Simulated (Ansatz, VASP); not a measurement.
**Two plane-wave programs on MgI2**

```
CELL_PARAMETERS angstrom
4.07748 0.00000 0.00000
-2.03874 3.53120 0.00000
0.00000 0.00000 6.68856
ATOMIC_POSITIONS crystal
Mg 0.00000 0.00000 0.00000
I 0.33333 0.66667 0.75235
I 0.66667 0.33333 0.24765
```

Alike in both runs: functional LDA; k mesh 6 × 6 × 4; occupations gaussian, width 0.02 eV; no spin polarisation.

Ansatz relaxed the structure, and its values are those at the end. VASP's run is a single point on that final structure, the one shown.

```csv
,VASP,Ansatz
version,VASP 6.6.1,Ansatz 0.2.0
potentials or method,"VASP PAW LDA potentials, release 64 (Mg, I)","scalar-relativistic, plane waves, PAW"
plane-wave cutoff (eV),520,520
valence electrons in the cell,16,44
```

|  | VASP | Ansatz | Ansatz less VASP |
| --- | --- | --- | --- |
| gap on the k mesh at the Fermi level (eV) | 3.32 | 3.34 | +0.020 |
| least direct gap on the mesh (eV) | 3.59 | 3.58 | -0.009 |
| pressure (GPa) | -0.1 | 0.0 | +0.10 |
| rms of the force components (eV/Å) | 0.005 | 0.000 | -0.0045 |

The two sets of potentials don't hold the same shells in valence.

Caveats: spin-orbit coupling is left out, which moves the levels of the heavy elements. A k mesh can miss the band edges. A hybrid or GW would open this gap; LDA tends to underestimate it.
